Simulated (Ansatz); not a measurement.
# VBiO4 (Clinobisvanite): the cost of one run

Program: Ansatz 0.2.0. Level of theory: DFT PBE, scalar-relativistic, plane waves, PAW. These are calculated values, not measurements.

## Step 1: Starting point

The structure is monoclinic, space group C2/c (No. 15). Conventional cell: a = 7.247 Å, b = 11.697 Å, c = 5.090 Å, α = 90.00°, β = 134.22°, γ = 90.00°. V (site symmetry 2) is surrounded by 4 O at 1.69 to 1.77 Å. Around Bi (site symmetry 2) lie 8 O at 2.35 to 2.63 Å. O (site symmetry 1) is surrounded by 1 V at 1.77 Å and 2 Bi at 2.35 to 2.37 Å. O (site symmetry 1) has 1 V at 1.69 Å as nearest neighbours.

Coordinates:

```cif
data_structure
_symmetry_space_group_name_H-M 'P 1'
_symmetry_Int_Tables_number 1
_cell_length_a 6.8802
_cell_length_b 6.8802
_cell_length_c 5.0898
_cell_angle_alpha 111.552
_cell_angle_beta 111.552
_cell_angle_gamma 116.438
_cell_volume 154.60
loop_
_atom_site_label
_atom_site_type_symbol
_atom_site_fract_x
_atom_site_fract_y
_atom_site_fract_z
_atom_site_occupancy
V1 V 0.87000 0.13000 0.75000 1
V2 V 0.13000 0.87000 0.25000 1
Bi1 Bi 0.36650 0.63350 0.75000 1
Bi2 Bi 0.63350 0.36650 0.25000 1
O1 O 0.93830 0.35470 0.63880 1
O2 O 0.64530 0.06170 0.86120 1
O3 O 0.06170 0.64530 0.36120 1
O4 O 0.35470 0.93830 0.13880 1
O5 O 0.81130 0.70990 0.87960 1
O6 O 0.29010 0.18870 0.62040 1
O7 O 0.18870 0.29010 0.12040 1
O8 O 0.70990 0.81130 0.37960 1
```

The structure comes from the Crystallography Open Database.

(A quick probe on a coarse mesh, which set the mesh and smearing, is not shown.)

## Step 3: The relaxation

Contents of input.yaml:

```yaml
crystal:
  lattice:
    - [3.6235830947, -5.8486, 0.0]
    - [3.6235830947, 5.8486, 0.0]
    - [-3.5500110127, 0.0, 3.6473943918]
  atoms:
    - { symbol: V, position: [0.87, 0.13, 0.75] }
    - { symbol: V, position: [0.13, 0.87, 0.25] }
    - { symbol: Bi, position: [0.3665, 0.6335, 0.75] }
    - { symbol: Bi, position: [0.6335, 0.3665, 0.25] }
    - { symbol: O, position: [0.9383, 0.3547, 0.6388] }
    - { symbol: O, position: [0.6453, 0.0617, 0.8612] }
    - { symbol: O, position: [0.0617, 0.6453, 0.3612] }
    - { symbol: O, position: [0.3547, 0.9383, 0.1388] }
    - { symbol: O, position: [0.8113, 0.7099, 0.8796] }
    - { symbol: O, position: [0.2901, 0.1887, 0.6204] }
    - { symbol: O, position: [0.1887, 0.2901, 0.1204] }
    - { symbol: O, position: [0.7099, 0.8113, 0.3796] }
basis:
  ecutwfc: 420
kpoints:
  mp_grid: { grid: [6, 6, 8] }
hamiltonian:
  xc: pbe
scf:
  occupations: { method: gaussian, width: 0.02 }
output:
  forces: true
  stress: true
  eigenvalues: true
relax:
  adjacent_minimum: "off"
  f_tol: 0.005
  max_steps: 80
  cell: { stress_tol: 0.05 }
```

The run is started by

```sh
> ansatz run input.yaml --threads 8 --pin off --max-ram 22528MiB --backend cpu --events-out ev --progress --plain --runs-dir out
```

**Question.** How long does this run take on 8 threads of Arm Neoverse V1, shared host, and how much memory does it need?

About 83 s, with a peak of 1.2 GiB.
